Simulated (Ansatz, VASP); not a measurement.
**AlN in VASP and in Ansatz**

The input INCAR:

```
SYSTEM = AlN
PREC     = Accurate       ! precision mode
ENCUT    = 520            ! plane-wave cutoff, eV
EDIFF    = 1E-6           ! SCF threshold, eV
ISMEAR   = 0              ! smearing method
SIGMA    = 0.05           ! smearing width, eV
LREAL    = .FALSE.        ! projectors in reciprocal space
LASPH    = .TRUE.         ! aspherical terms in the spheres
NELM     = 80             ! most SCF steps
ALGO     = Normal         ! electronic algorithm
ISIF     = 2              ! what is computed and relaxed
LWAVE    = .FALSE.        ! write WAVECAR
LCHARG   = .FALSE.        ! write CHGCAR
GGA      = CA             ! functional
NBANDS   = 16             ! bands
```

The input KPOINTS:

```
regular mesh
0
G
  8 8 6
  0 0 0
```

POSCAR

```
AlN
1.0
    0.0000000000     -1.9888743075     -1.9888743075
    0.0000000000      1.9888743075     -1.9888743075
    3.9777486148      0.0000000000      0.0000000000
Al N
2 2
Direct
    0.5111691724      0.4888308276      0.0000000000
   -0.0111691724      0.0111691724      0.5000000000
    0.4954255797      0.5045744203      0.5000000000
    0.0045744203      0.9954255797      0.0000000000
```

Input for Ansatz:

```yaml
crystal:
  lattice:
    - [0.0, -1.9888743075, -1.9888743075]
    - [0.0, 1.9888743075, -1.9888743075]
    - [3.9777486148, 0.0, 0.0]
  atoms:
    - { symbol: Al, position: [0.5111691724, 0.4888308276, 0.0] }
    - { symbol: Al, position: [-0.0111691724, 0.0111691724, 0.5] }
    - { symbol: "N", position: [0.4954255797, 0.5045744203, 0.5] }
    - { symbol: "N", position: [0.0045744203, 0.9954255797, 0.0] }
basis:
  ecutwfc: 520.0
kpoints:
  mp_grid: { grid: [8, 8, 6] }
hamiltonian:
  xc: lda
scf:
  occupations: { method: gaussian, width: 0.05 }
output:
  forces: true
  stress: true
  eigenvalues: true
```

Change from the starting cell: mode 4 frozen in at -0.045 Å, equal normal strain along x, y and z -0.0083.

Alike in both runs: task single point; functional LDA; k mesh 8 × 8 × 6; occupations gaussian, width 0.05 eV; no spin polarisation.

|  | VASP | Ansatz |
| --- | --- | --- |
| version | VASP 6.6.1 | Ansatz 0.2.0 |
| potentials or method | VASP PAW LDA potentials, release 64 (Al, N) | scalar-relativistic, plane waves, PAW |
| plane-wave cutoff (eV) | 520 | 520 |
| valence electrons in the cell | 16 | 16 |

|  | VASP | Ansatz | Ansatz less VASP |
| --- | --- | --- | --- |
| gap on the k mesh at the Fermi level (eV) | 4.93 | 4.94 | +0.014 |
| least direct gap on the mesh (eV) | 4.94 | 4.96 | +0.014 |
| pressure (GPa) | 8.2 | 7.5 | -0.70 |
| largest component of the traceless stress (GPa) | 0.34 | 0.34 | -0.004 |
| rms of the force components (eV/Å) | 0.222 | 0.220 | -0.0024 |

Atom by atom the forces differ by 0.004 eV/Å (rms over components).

A k mesh can miss the band edges.
